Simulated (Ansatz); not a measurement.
LiBr built on the rocksalt prototype, relaxed with r2SCAN. The symmetry is Fm-3m (No. 225, cubic); a = 5.479 Å in the conventional setting, 20.56 Å³ an atom. Li is surrounded by 6 Br at 2.74 Å; Br is surrounded by 6 Li at 2.74 Å.

```
Li Br
1.0
     0.00000    2.73957    2.73957
     2.73957    0.00000    2.73957
     2.73957    2.73957    0.00000
Li Br
1 1
Direct
  0.00000 0.00000 0.00000
  0.50000 0.50000 0.50000
```

3 runs of the plane-wave code Ansatz on this cell differ in the functional (and in the settings that go with it). Levels are in eV from each run's valence top; v1 is the last filled band, c1 the first empty one.

Run A, mean stress +0.5 GPa (compression positive):

| point | v4 | v3 | v2 | v1 | c1 | c2 |
| --- | --- | --- | --- | --- | --- | --- |
| Γ | -13.48 | -0.01 | -0.01 | -0.01 | 4.99 | 10.52 |
| X | -12.80 | -2.94 | -1.17 | -1.17 | 6.25 | 7.09 |
| U | -12.82 | -2.54 | -1.89 | -0.88 | 6.65 | 8.75 |
| L | -12.99 | -2.93 | -0.27 | -0.27 | 5.63 | 8.11 |
| W | -12.80 | -2.19 | -2.19 | -1.17 | 8.05 | 8.59 |

Run B, mean stress -0.1 GPa (compression positive):

| point | v4 | v3 | v2 | v1 | c1 | c2 |
| --- | --- | --- | --- | --- | --- | --- |
| Γ | -14.67 | -0.01 | -0.01 | -0.01 | 6.90 | 12.56 |
| X | -13.90 | -3.22 | -1.27 | -1.27 | 8.18 | 8.94 |
| U | -13.92 | -2.77 | -2.06 | -0.96 | 8.58 | 10.76 |
| L | -14.12 | -3.23 | -0.30 | -0.30 | 7.51 | 10.14 |
| W | -13.91 | -2.39 | -2.39 | -1.27 | 10.07 | 10.69 |

Run C, mean stress -0.1 GPa (compression positive):

| point | v4 | v3 | v2 | v1 | c1 | c2 |
| --- | --- | --- | --- | --- | --- | --- |
| Γ | -14.62 | 0.00 | 0.00 | 0.00 | 6.21 | 11.82 |
| X | -13.85 | -3.17 | -1.25 | -1.25 | 7.45 | 8.22 |
| U | -13.88 | -2.73 | -2.03 | -0.95 | 7.85 | 10.02 |
| L | -14.07 | -3.18 | -0.30 | -0.30 | 6.81 | 9.40 |
| W | -13.86 | -2.35 | -2.35 | -1.25 | 9.33 | 9.95 |

Problem. Match the runs to PBE, HSE06, PBE0.

Solution. A is PBE, B is PBE0, C is HSE06. In order of the gap: PBE 4.99, HSE06 6.21, PBE0 6.90 eV.

Spin-unpolarised throughout; all numbers are computed.

Spin-orbit coupling is left out.

The stress of a hybrid is loosely converged in these runs.

The meshes of the hybrids are coarse, so their gaps aren't converged to the digits shown.
